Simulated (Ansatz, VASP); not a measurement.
BN: VASP beside Ansatz

```
B N
1.0
     3.62411    0.00000    0.00000
     0.00000    0.00000   -3.62411
     0.00000    3.62411    0.00000
B N
4 4
Direct
  0.00000 0.00000 0.00000
  0.00000 0.50000 0.50000
  0.50000 0.00000 0.50000
  0.50000 0.50000 0.00000
  0.25000 0.25000 0.75000
  0.25000 0.75000 0.25000
  0.75000 0.25000 0.25000
  0.75000 0.75000 0.75000
```

The cell is a database's computed one.

Alike in both runs: task single point; functional PBE; k mesh 3 × 3 × 3; no spin polarisation.

|  | VASP | Ansatz |
| --- | --- | --- |
| version | VASP 6.6.1 | Ansatz 0.2.0 |
| potentials or method | VASP PAW PBE potentials, release 64 (B, N) | plane-wave PAW DFT |
| plane-wave cutoff (eV) | 520 | 420 |
| occupations | gaussian, width 0.01 eV | fixed |
| valence electrons in the cell | 32 | 32 |

Ansatz gave:

* gap on the k mesh at the Fermi level (eV): 4.46

Task: Estimate VASP's values.

Result: gap on the k mesh at the Fermi level (eV): 4.45.

Caveats: the k mesh is coarse (spacing up to 0.58 Å⁻¹), so the values aren't converged. PBE gaps usually lie below the measured ones, often by a third to a half.
